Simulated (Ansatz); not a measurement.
Consider CdO in the rock salt structure (space group Fm-3m, No. 225).

```yaml
crystal:
  lattice:
    - [0.00000, 2.34515, 2.34515]
    - [2.34515, 0.00000, 2.34515]
    - [2.34515, 2.34515, 0.00000]
  atoms:
    - { symbol: O, position: [0.00000, 0.00000, 0.00000] }
    - { symbol: Cd, position: [0.50000, 0.50000, 0.50000] }
```

All numbers come from PBEsol, PAW, 420 eV (Ansatz, a quantum-chemistry and plane-wave program; spin-orbit coupling left out).

Now apply this change: full substitution Cd → Mn; the structure is relaxed again.

Measured lattice parameter a: CdO 4.696 Å (temperature not stated; as listed in Priya Gopal et al., Physical Review B (2015)); MnO 4.4315 Å (0 K or low temperature; as listed in Wooil Yang et al., Journal of Physics Condensed Matter (2022)).

Q: How well does PBEsol reproduce the measured shift?

A: With PBEsol the lattice parameter a moves by -0.355 Å (4.690 → 4.335) against -0.264 Å measured.

Whether these cells are dynamically stable was not tested. No Hubbard U is applied and the magnetic state is the run's own (MnO ferromagnetic); other magnetic orders, which need larger cells, were not tried and can change the gap. Spin-polarised in the final run: MnO; the other runs are not. In its common phase, real MnO is an antiferromagnetic insulator at low temperature.
